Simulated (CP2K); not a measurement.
ZnO (zincite): band structure with PBE

**Measured values to compare with.**

“Electronic structure of alkaline earth and post-transition metal oxides”, 2009, arxiv:0908.1581 quotes, for a bulk crystal of ZnO: band gap 3.37 eV.

Crystal: ZnO (zincite).

```
CELL_PARAMETERS angstrom
3.24931 0.00000 0.00000
-1.62465 2.81398 0.00000
0.00000 0.00000 5.20571
ATOMIC_POSITIONS crystal
Zn 0.66667 0.33333 0.00000
Zn 0.33333 0.66667 0.50000
O 0.33333 0.66667 0.87901
O 0.66667 0.33333 0.37901
```

```yaml
Program: CP2K 2026.2
Task: band structure
Functional: PBE
Potentials_or_basis: POTENTIAL_UZH Zn GTH-PBE-q12, O GTH-PBE-q6; TZVP-MOLOPT-PBE-GTH basis
Density_cutoff: 8163 eV
k_mesh: 9 × 9 × 5
Occupations: fermi-dirac, width 0.05 eV
Spin: no spin polarisation
SCF_solver: diagonalisation with k points
Quickstep_method: GPW
EPS_DEFAULT: 1.0E-10
EPS_SCF: 1.0E-6
MAX_SCF: 100
SCF_GUESS: ATOMIC
k_points_reduced_by_the_point_group: yes
Mesh_centred_on_Gamma: yes
CHOLESKY: OFF
EPS_EIGVAL: 1.0E-7
MIXING_METHOD: BROYDEN_MIXING
MIXING_ALPHA: 0.4
NBUFFER: 8
NGRIDS: 5
Basis_sets: Zn TZVP-MOLOPT-PBE-GTH-q12, O TZVP-MOLOPT-PBE-GTH-q6
Potentials: Zn GTH-PBE-q12 of POTENTIAL_UZH, O GTH-PBE-q6 of POTENTIAL_UZH
ADDED_MOS: "[14]"
Points_a_segment_of_the_path_NPOINTS: 6
Bands_added_on_the_path: 2
MPI_ranks: 2
REL_CUTOFF_Ry: 60 Ry
MIXING_BETA_1/bohr: 1.5 1/bohr
CUTOFF_of_the_grids: 600 Ry
```

```
Pressure                : 6.2 GPa
Band gap along the path : 0.80 eV, direct
Mulliken charges        : Zn +0.86; O -0.86 e
Hirshfeld charges       : Zn +0.34; O -0.34 e
```

Stress tensor (GPa, compression positive):
```
5.63 0.00 0.00
0.00 5.63 0.00
0.00 0.00 7.25
```

Levels at the corners of the path, in eV from the valence-band top:
```csv
point,band 14,band 15,band 16,band 17,band 18,band 19,band 20,band 21,band 22,band 23
Γ,-0.82,-0.82,-0.07,0.00,0.00,0.80,5.21,8.30,13.04,13.04
M,-3.56,-2.85,-2.30,-1.29,-0.83,5.78,6.92,7.73,8.58,10.74
K,-3.56,-3.56,-1.93,-1.93,-1.72,7.72,7.72,7.82,8.21,10.96
Γ,-0.82,-0.82,-0.07,0.00,0.00,0.80,5.21,8.30,13.04,13.04
A,-2.26,-0.41,-0.41,-0.41,-0.41,3.47,3.47,10.24,10.24,13.34
L,-3.80,-1.52,-1.52,-1.36,-1.36,5.74,5.74,8.46,8.46,11.62
H,-3.74,-2.70,-2.70,-1.24,-1.24,8.05,8.05,8.08,8.08,8.86
A,-2.26,-0.41,-0.41,-0.41,-0.41,3.47,3.47,10.24,10.24,13.34
L,-3.80,-1.52,-1.52,-1.36,-1.36,5.74,5.74,8.46,8.46,11.62
M,-3.56,-2.85,-2.30,-1.29,-0.83,5.78,6.92,7.73,8.58,10.74
K,-3.56,-3.56,-1.93,-1.93,-1.72,7.72,7.72,7.82,8.21,10.96
H,-3.74,-2.70,-2.70,-1.24,-1.24,8.05,8.05,8.08,8.08,8.86
```

Run time: 90 s on 2 MPI ranks on Arm Neoverse V1, with other jobs on the host.

Measured gap of ZnO: 3.37 eV (quoted in “Electronic structure of alkaline earth and post-transition metal oxides”, 2009, arxiv:0908.1581). This calculation gives 0.80 eV (-2.57 eV). So large a miss can be the level of theory's own, or it may mean another phase, state or a wrong row. The value is that of PBE in an atomic basis (POTENTIAL_UZH Zn GTH-PBE-q12, O GTH-PBE-q6; TZVP-MOLOPT-PBE-GTH basis), whose error adds to the functional's,, without temperature or zero-point motion. Semilocal functionals fall short of measured gaps as a rule.

Caveat: Mulliken charges move with the basis; the basis of atomic orbitals isn't converged, which shifts pressures, moduli and gaps.
